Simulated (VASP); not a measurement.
# Bi (R-3m) in VASP: settings compared

Aim: see how the results for Bi move with the level of theory and the settings. Levels: PBEsol, r2SCAN. Tasks: single point.

Program: VASP 6.6.1. These are calculated values, not measurements. Logs are shortened: lines on timing, memory, paths and dates and some standing lists are left out, and cuts for length are marked.

## (1) The structure

It takes space group R-3m (No. 166, trigonal). Conventional cell: a = 4.525 Å, b = 4.525 Å, c = 11.641 Å, α = 90.00°, β = 90.00°, γ = 120.00°. Bi (site symmetry 3m) has 6 Bi at 3.08 to 3.45 Å as nearest neighbours.

## (2) Single point, PBEsol

Input file INCAR:

```
SYSTEM = Bi
ALGO     = Fast           ! electronic algorithm
EDIFF    = 1E-6           ! SCF threshold, eV
ENCUT    = 700            ! plane-wave cutoff, eV
GGA      = PS             ! functional
ISIF     = 2              ! what is computed and relaxed
ISMEAR   = 0              ! smearing method
LASPH    = .True.         ! aspherical terms in the spheres
LCHARG   = .False.        ! write CHGCAR
LREAL    = .False.        ! projectors in reciprocal space
LWAVE    = .False.        ! write WAVECAR
NBANDS   = 22             ! bands
NELM     = 100            ! most SCF steps
PREC     = Accurate       ! precision mode
SIGMA    = 0.1            ! smearing width, eV
```

Input file KPOINTS:

```
k-points
0
Gamma
  12 12 12
  0 0 0
```

Input file POSCAR:

```
Bi
1.0
    2.2625300000      1.3062700000      3.8802500000
   -2.2625300000      1.3062700000      3.8802500000
    0.0000000000     -2.6125400000      3.8802500000
Bi
2
Direct
    0.2368300000      0.2368300000      0.2368300000
    0.7631700000      0.7631700000      0.7631700000
```

Potentials or basis: VASP PAW PBE potentials, release 64 (Bi_d).

Launch:

```
cat potpaw_PBE.64/Bi_d/POTCAR > POTCAR
mpirun -np 1 vasp_std > vasp.out
```

OUTCAR:

```text
SYSTEM = Bi
   EDIFF = 1E-6
   ENCUT = 700
   GGA = PS
   ISIF = 2
   ISMEAR = 0
   LASPH = .True.
   LREAL = .False.
   NELM = 100
   PREC = Accurate

 ion  position               nearest neighbor table
   1  0.237  0.237  0.237-   2 3.08   2 3.08   2 3.08   2 3.45   2 3.45   2 3.45
   2  0.763  0.763  0.763-   1 3.08   1 3.08   1 3.08   1 3.45   1 3.45   1 3.45

  LATTYP: Found a trigonal (rhomboedric) cell.
 ALAT       =     4.6777904374
 COS(alpha) =     0.5321171086

  Lattice vectors:

 A1 = (   2.2625300000,   1.3062700000,   3.8802500000)
 A2 = (  -2.2625300000,   1.3062700000,   3.8802500000)
 A3 = (   0.0000000000,  -2.6125400000,   3.8802500000)

Analysis of symmetry for initial positions (statically):
=====================================================================
 Subroutine PRICEL returns:
 Original cell was already a primitive cell.

 Routine SETGRP: Setting up the symmetry group for a
 trigonal (rhombohedral) supercell.

 Subroutine GETGRP returns: Found 12 space group operations
 (whereof 12 operations were pure point group operations)
 out of a pool of 12 trial point group operations.

The static configuration has the point symmetry D_3d.

Analysis of symmetry for dynamics (positions and initial velocities):
=====================================================================
 Subroutine PRICEL returns:
 Original cell was already a primitive cell.

 Routine SETGRP: Setting up the symmetry group for a
 trigonal (rhombohedral) supercell.

 Subroutine GETGRP returns: Found 12 space group operations
 (whereof 12 operations were pure point group operations)
 out of a pool of 12 trial point group operations.

The dynamic configuration has the point symmetry D_3d.

 Subroutine INISYM returns: Found 12 space group operations
 (whereof 12 operations are pure point group operations),
 and found     1 'primitive' translations

----------------------------------------------------------------------------------------

                                     Primitive cell

  volume of cell :      68.8079

  direct lattice vectors                    reciprocal lattice vectors
     2.262530000  1.306270000  3.880250000     0.220991545  0.127589753  0.085905118
    -2.262530000  1.306270000  3.880250000    -0.220991545  0.127589753  0.085905118
     0.000000000 -2.612540000  3.880250000     0.000000000 -0.255179506  0.085905118

  length of vectors
     4.677790437  4.677790437  4.677788507     0.269250993  0.269250993  0.269251313

  position of ions in fractional coordinates (direct lattice)
     0.236830000  0.236830000  0.236830000
     0.763170000  0.763170000  0.763170000

  ion indices of the primitive-cell ions
   primitive index   ion index
                 1           1
                 2           2

----------------------------------------------------------------------------------------

 KPOINTS: k-points

Automatic generation of k-mesh.
 Grid dimensions read from file:
 generate k-points for:   12   12   12

 Generating k-lattice:

  Cartesian coordinates                     Fractional coordinates (reciprocal lattice)
     0.018415962  0.010632479  0.007158760     0.083333333  0.000000000  0.000000000
    -0.018415962  0.010632479  0.007158760     0.000000000  0.083333333  0.000000000
     0.000000000 -0.021264959  0.007158760     0.000000000  0.000000000  0.083333333

  Length of vectors
     0.022437583  0.022437583  0.022437609

  Shift w.r.t. Gamma in fractional coordinates (k-lattice)
     0.000000000  0.000000000  0.000000000

 Subroutine IBZKPT returns following result:
 ===========================================

 Found    189 irreducible k-points:

 Following reciprocal coordinates:
            Coordinates               Weight
  0.000000  0.000000  0.000000      1.000000
  0.083333  0.000000  0.000000      6.000000
  0.166667  0.000000  0.000000      6.000000
  0.250000  0.000000  0.000000      6.000000
  0.333333  0.000000  0.000000      6.000000
  0.416667  0.000000  0.000000      6.000000
[... 16 lines left out ...]
  0.500000  0.166667  0.000000     12.000000
 -0.416667  0.166667 -0.000000     12.000000
 [... further k-points ...]
   k-points           NKPTS =    189   k-points in BZ     NKDIM =    189   number of bands    NBANDS=     22
   number of dos      NEDOS =    301   number of ions     NIONS =      2
   total plane-waves  NPLWV =  64000
   dimension x,y,z NGX =    40 NGY =   40 NGZ =   40
   dimension x,y,z NGXF=    80 NGYF=   80 NGZF=   80
   ions per type =               2
   NGX,Y,Z   is equivalent  to a cutoff of  14.22, 14.22, 14.22 a.u.
   NGXF,Y,Z  is equivalent  to a cutoff of  28.43, 28.43, 28.43 a.u.
 SYSTEM =  Bi
   PREC   = accura    normal or accurate (medium, high low for compatibility)
   ISTART =      0    job   : 0-new  1-cont  2-samecut
   ICHARG =      2    charge: 1-file 2-atom 10-const
   ISPIN  =      1    spin polarized calculation?
   LNONCOLLINEAR =      F non collinear calculations
   LSORBIT =      F    spin-orbit coupling
   LASPH  =      T    aspherical Exc in radial PAW
   ENCUT  =  700.0 eV  51.45 Ry    7.17 a.u.  10.09 10.09 10.09*2*pi/ulx,y,z
   NELM   =    100;   NELMIN=  2; NELMDL= -5     # of ELM steps
   EDIFF  = 0.1E-05   stopping-criterion for ELM
   LREAL  =      F    real-space projection
   EDIFFG = 0.1E-04   stopping-criterion for IOM
   NSW    =      0    number of steps for IOM
   IBRION =     -1    ionic relax: 0-MD 1-quasi-New 2-CG
   NFREE  =      0    steps in history (QN), initial steepest desc. (CG)
   ISIF   =      2    stress and relaxation
   ISYM   =      2    0-nonsym 1-usesym 2-fastsym
   POTIM  = 0.5000    time-step for ionic-motion
   TEBEG  =    0.0;   TEEND  =   0.0 temperature during run
   PSTRESS=    0.0 pullay stress
   NELECT =      30.0000    total number of electrons
   NUPDOWN=      -1.0000    fix difference up-down
   EMIN   =  10.00;   EMAX   =-10.00  energy-range for DOS
   EFERMI =   0.00;   METHOD = LEGACY
   ISMEAR =     0;   SIGMA  =   0.10  broadening in eV -4-tet -1-fermi 0-gaus
   EFERMI_NEDOS =   21; number of points for ismear=-14 and -15
   IALGO  =     68    algorithm
   IMIX   =      4    mixing-type and parameters
     AMIX     =   0.40;   BMIX     =  1.00
     AMIX_MAG =   1.60;   BMIX_MAG =  1.00
  volume/ion in A,a.u.               =      34.40       232.17
  Fermi-wavevector in a.u.,A,eV,Ry     =   1.241374  2.345856 20.966692  1.541008
  Thomas-Fermi vector in A             =   2.375774
   LORBIT       =      0    0 simple, 1 ext, 2 COOP (PROOUT), +10 PAW based schemes
   GGA     = PS    functional components
   LHFCALC =     F    Hartree Fock is set to
   AEXX    =    0.0000 exact exchange contribution
   IVDW    =     0    specifies the selected vdW correction
   LEPSILON=     F    determine dielectric tensor
   LRPA    =     F    only Hartree local field effects (RPA)
 non-spin polarized calculation
 RMM-DIIS sequential band-by-band and
 Gauss-broadening in eV      SIGMA  =   0.10
  energy-cutoff  :      700.00
  volume of cell :       68.81
 maximum number of plane-waves:      2929
   NGX = 21   NGY = 21   NGZ = 21

 number of electron      30.0000003 magnetization

 Free energy of the ion-electron system (eV)
  ---------------------------------------------------
  ext. energy  EPLUGINS =         0.00000000
  ---------------------------------------------------
  free energy    TOTEN  =        -8.60660644 eV

  energy without entropy =       -8.60538485  energy(sigma->0) =       -8.60599565

 E-fermi :   6.4085     XC(G=0):  -9.8135

 val. band max:        6.3998592476   @ k =   0.4167   0.0833   0.0833
 cond. band min:       6.4782839611   @ k =   0.4167   0.0000   0.0000
 fundamental gap:      0.0784247135
 Fermi energy:         6.4084912137

 k-point     1 :       0.0000    0.0000    0.0000
  band No.  band energies     occupation
      1     -16.4613      2.00000
      2     -16.4613      2.00000
      3     -16.3036      2.00000
      4     -16.3036      2.00000
      5     -16.2931      2.00000
      6     -16.1111      2.00000
[... 14 lines left out ...]
     21      12.0888      0.00000
     22      12.5951      0.00000

 k-point     2 :       0.0833    0.0000    0.0000
  band No.  band energies     occupation
      1     -16.4553      2.00000
      2     -16.4543      2.00000
      3     -16.3010      2.00000
      4     -16.2997      2.00000
      5     -16.2895      2.00000
      6     -16.1143      2.00000
[... 14 lines left out ...]
     21      12.1690      0.00000
     22      13.1660      0.00000

 k-point     3 :       0.1667    0.0000    0.0000
  band No.  band energies     occupation
      1     -16.4379      2.00000
      2     -16.4338      2.00000
      3     -16.2937      2.00000
      4     -16.2881      2.00000
      5     -16.2786      2.00000
      6     -16.1246      2.00000
[... 14 lines left out ...]
     21      12.4863      0.00000
     22      14.4180      0.00000

 k-point     4 :       0.2500    0.0000    0.0000
  band No.  band energies     occupation
      1     -16.4114      2.00000
      2     -16.4012      2.00000
      3     -16.2833      2.00000
      4     -16.2702      2.00000
      5     -16.2609      2.00000
      6     -16.1427      2.00000
[... 14 lines left out ...]
     21      13.0757      0.00000
     22      15.9539      0.00000

 k-point     5 :       0.3333    0.0000    0.0000
  band No.  band energies     occupation
      1     -16.3797      2.00000
      2     -16.3590      2.00000
      3     -16.2717      2.00000
      4     -16.2478      2.00000
      5     -16.2380      2.00000
      6     -16.1684      2.00000
[... 14 lines left out ...]
     21      13.9007      0.00000
     22      16.8206      0.00000

 k-point     6 :       0.4167    0.0000    0.0000
  band No.  band energies     occupation
      1     -16.3510      2.00000
      2     -16.3117      2.00000
      3     -16.2620      2.00000
      4     -16.2239      2.00000
      5     -16.2203      2.00000
      6     -16.1926      2.00000
[... 14 lines left out ...]
     21      14.9155      0.00000
     22      15.9552      0.00000

 k-point     7 :       0.5000    0.0000    0.0000
  band No.  band energies     occupation
      1     -16.3384      2.00000
      2     -16.2771      2.00000
      3     -16.2573      2.00000
      4     -16.2416      2.00000
      5     -16.2064      2.00000
      6     -16.1926      2.00000
[... 324 lines left out ...]
      6     -16.1459      2.00000
[... 14 lines left out ...]
     21      13.6703      0.00000
     22      14.1690      0.00000

 k-point    21 :       0.3333    0.1667    0.0000
  band No.  band energies     occupation
      1     -16.4302      2.00000
      2     -16.3409      2.00000
      3     -16.2913      2.00000
      4     -16.2569      2.00000
      5     -16.2353      2.00000
      6     -16.1666      2.00000
[... 14 lines left out ...]
     21      14.4604      0.00000
     22      15.3468      0.00000

 k-point    22 :       0.4167    0.1667    0.0000
  band No.  band energies     occupation
      1     -16.4025      2.00000
      2     -16.3104      2.00000
      3     -16.2735      2.00000
      4     -16.2495      2.00000
      5     -16.2143      2.00000
      6     -16.1895      2.00000
[... 14 lines left out ...]
     21      15.4628      0.00000
     22      15.7998      0.00000

 k-point    23 :       0.5000    0.1667    0.0000
  band No.  band energies     occupation
      1     -16.3760      2.00000
      2     -16.2914      2.00000
      3     -16.2517      2.00000
      4     -16.2446      2.00000
      5     -16.2127      2.00000
      6     -16.1928      2.00000
[... 14 lines left out ...]
     21      15.4968      0.00000
     22      15.7910      0.00000

 k-point    24 :      -0.4167    0.1667   -0.0000
  band No.  band energies     occupation
      1     -16.3709      2.00000
      2     -16.2714      2.00000
      3     -16.2546      2.00000
      4     -16.2376      2.00000
      5     -16.2151      2.00000
      6     -16.2000      2.00000
[... 14 lines left out ...]
     21      14.4117      0.00000
     22      16.5992      0.00000

 [... further k-points ...]

------------------------ aborting loop because EDIFF is reached ----------------------------------------

  FORCE on cell =-STRESS in cart. coord.  units (eV):
  Direction    XX          YY          ZZ          XY          YZ          ZX
  --------------------------------------------------------------------------------------
  -------------------------------------------------------------------------------------
  Total        0.0070565      0.0070564      0.0064495      0.0000000      0.0000000      0.0000000
  in kB        0.1643082      0.1643076      0.1501755      0.0000000      0.0000000      0.0000000
  external PRESSURE =       0.1595971 kB  Pullay stress =       0.0000000 kB

 VOLUME and BASIS-vectors are now :
 -----------------------------------------------------------------------------
  energy-cutoff  :      700.00
  volume of cell :       68.81
      direct lattice vectors                 reciprocal lattice vectors
     2.262530000  1.306270000  3.880250000     0.220991545  0.127589753  0.085905118
    -2.262530000  1.306270000  3.880250000    -0.220991545  0.127589753  0.085905118
     0.000000000 -2.612540000  3.880250000     0.000000000 -0.255179506  0.085905118

 POSITION                                       TOTAL-FORCE (eV/Angst)
 -----------------------------------------------------------------------------------
      0.00000      0.00000      2.75688         0.000000      0.000000     -0.002305
      0.00000      0.00000      8.88387         0.000000     -0.000000      0.002305
 -----------------------------------------------------------------------------------
    total drift:                               -0.000000     -0.000000      0.000000

  FREE ENERGIE OF THE ION-ELECTRON SYSTEM (eV)
  ---------------------------------------------------
  free  energy   TOTEN  =        -8.6066064440 eV

  energy  without entropy=       -8.6053848540  energy(sigma->0) =       -8.60599565
```

Run time: 3.8 min. Hardware: 1 thread of Intel Xeon 6975P-C (Granite Rapids), shared host; peak memory 0.49 GiB.

Results:

| Quantity | Value |
| --- | --- |
| Free energy | -8.6066 eV |
| Pressure | 0.0 GPa |
| Band gap on the k mesh | none (metal or under the smearing width) |

Forces on the atoms (eV/Å):
```
Bi   0.000  0.000 -0.002
Bi   0.000  0.000  0.002
```

Caveat: the PAW data sets were made with another functional, which shifts forces and pressure a little; spin-orbit coupling is left out, which moves the levels of the heavy elements.

[end of part 1 of 2]
